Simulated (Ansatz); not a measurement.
# Straining KTaO3

The calculation used Ansatz 0.2.0, DFT PBEsol, scalar-relativistic, plane waves, PAW. Run with 420 eV cutoff, 8×8×8 k-mesh, Gaussian smearing of 0.02 eV, no spin polarisation.

Reference structure (relaxed):

```
CELL_PARAMETERS angstrom
3.98561 0.00000 0.00000
0.00000 3.98561 0.00000
0.00000 0.00000 3.98561
ATOMIC_POSITIONS crystal
K 0.50000 0.50000 0.50000
Ta 0.00000 0.00000 0.00000
O 0.00000 0.50000 0.00000
O 0.00000 0.00000 0.50000
O 0.50000 0.00000 0.00000
```

Deformation: biaxial strain in the a-b plane, with the length and tilt of c and the atoms relaxed, all within the symmetry that the strain leaves. Energies are extrapolated to zero smearing. Gaps are Kohn–Sham gaps over the whole zone.

Spin-orbit coupling is left out, which matters for the bands and energies of heavy elements.

| strain (%) | ΔE (meV/atom) | a (Å) | b (Å) | c (Å) | gap (eV) |
| --- | --- | --- | --- | --- | --- |
| -4.5 | 94.5 | 3.806 | 3.806 | 4.054 | 2.21 |
| -3.0 | 39.7 | 3.866 | 3.866 | 4.029 | 2.19 |
| -1.5 | 9.4 | 3.926 | 3.926 | 4.006 | 2.17 |
| +0.0 | 0.0 | 3.986 | 3.986 | 3.986 | 2.14 |
| +1.5 | 8.6 | 4.045 | 4.045 | 3.965 | 2.05 |
| +3.0 | 32.6 | 4.105 | 4.105 | 3.947 | 1.96 |
| +4.5 | 69.5 | 4.165 | 4.165 | 3.931 | 1.87 |

Problem. What stiffness (1/V) d²E/dε² at zero strain does a cubic fit over all points give?

Solution. A cubic fit gives (1/V) d²E/dε² = 1026 GPa at zero strain (twice the biaxial modulus).

Problem. How does the free axis c answer a small strain?

Solution. Between the innermost points its strain is -0.34 times the applied one.

Problem. How fast does the gap move with strain on either side?

Solution. -21 meV per percent on the compressed side and -59 meV per percent on the stretched side; it is indirect at -1.5 %, indirect at zero and indirect at +1.5 %.